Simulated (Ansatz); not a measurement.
**KI: the band gap up the ladder of functionals**

An exercise on one series of results from a longer session: the logs are not shown, and one member is left open.

Program: Ansatz 0.2.0. PAW datasets, plane waves. (Simulation; spin polarisation is off.)

## The structure to begin with

The cell was relaxed beforehand with r2SCAN.

Space group Fm-3m (No. 225), cubic; a = 7.089 Å in the conventional setting, 44.53 Å³ an atom. Near K stand 6 I at 3.54 Å; near I stand 6 K at 3.54 Å.

As a file:

```cif
data_structure
_symmetry_space_group_name_H-M 'Fm-3m'
_symmetry_Int_Tables_number 225
_cell_length_a 7.0891
_cell_length_b 7.0891
_cell_length_c 7.0891
_cell_angle_alpha 90.000
_cell_angle_beta 90.000
_cell_angle_gamma 90.000
_cell_volume 356.27
loop_
_atom_site_label
_atom_site_type_symbol
_atom_site_symmetry_multiplicity
_atom_site_Wyckoff_symbol
_atom_site_fract_x
_atom_site_fract_y
_atom_site_fract_z
_atom_site_occupancy
K1 K 4 a 0.00000 0.00000 0.00000 1
I1 I 4 b 0.50000 0.00000 0.00000 1
```

The first run:

Input file input.yaml:

```yaml
crystal:
  lattice:
    - [0.0, 3.5445661589, 3.5445661589]
    - [3.5445661589, 0.0, 3.5445661589]
    - [3.5445661589, 3.5445661589, 0.0]
  atoms:
    - { symbol: K, position: [0.0, 0.0, 0.0] }
    - { symbol: I, position: [0.5, 0.5, 0.5] }
kpoints:
  mp_grid: { grid: [6, 6, 6] }
  band_path:
    path:
      - [[0.0, 0.0, 0.0], [0.5, 3.108629244628e-34, 0.5], [0.625, 0.25, 0.625]]
      - [[0.375, 0.375, 0.75], [0.0, 0.0, 0.0], [0.5, 0.5, 0.5], [0.5, 0.25, 0.75], [0.5, 3.108629244628e-34, 0.5]]
    npoints: 10
hamiltonian:
  xc: pbe
scf:
  occupations: { method: fermi_dirac, width: 0.02 }
  n_extra_bands: 4
output:
  forces: true
  stress: true
  eigenvalues: true
  write_density: true
  write_potential: true
  elf: true
  volumetric_format: npy
```

Run with:

```sh
$ ansatz run input.yaml --threads 2 --pin off --max-ram 2211MiB --backend cpu --events-out ev --progress --plain --runs-dir out
```

Steps of the session up to this table: PBE band path; Single point with r2SCAN; Single point with HSE06; PBE+SOC; PBE0; LDA; Quasiparticle levels, G0W0@PBE; One-shot GW from PBE; Single point with DDH-PBE0; HSE06+SOC; Hartree-Fock; r2SCANh.

One table of the session follows, with a row left open; its other results are not shown here.

```
                     level  gap (eV)
                       PBE      3.94
                    r2SCAN      4.59
                     HSE06      4.94
                   PBE+SOC         ?
                      PBE0      5.63
                       LDA      3.58
G0W0@PBE (265 empty bands)      6.06
G0W0@PBE (659 empty bands)      6.14
                  DDH-PBE0      6.32
                 HSE06+SOC      4.60
              Hartree-Fock     10.86
                   r2SCANh      5.13
```

Q: Estimate the row for PBE+SOC from the others.

The run gave: gap (eV): 3.62. In the column «gap (eV)» it lies between LDA (3.58) and PBE (3.94).

Meshes: PBE 6×6×6, r2SCAN 6×6×6, HSE06 4×4×4, PBE+SOC 6×6×6, PBE0 4×4×4, LDA 6×6×6, DDH-PBE0 4×4×4, HSE06+SOC 4×4×4, Hartree-Fock 4×4×4, r2SCANh 4×4×4

Caveats from the session: G0W0 here is at a finite number of bands, screening cutoff and k mesh, not at the basis limit. Warnings in the runs' records: stress exchange threshold loose, stress scf threshold loose.
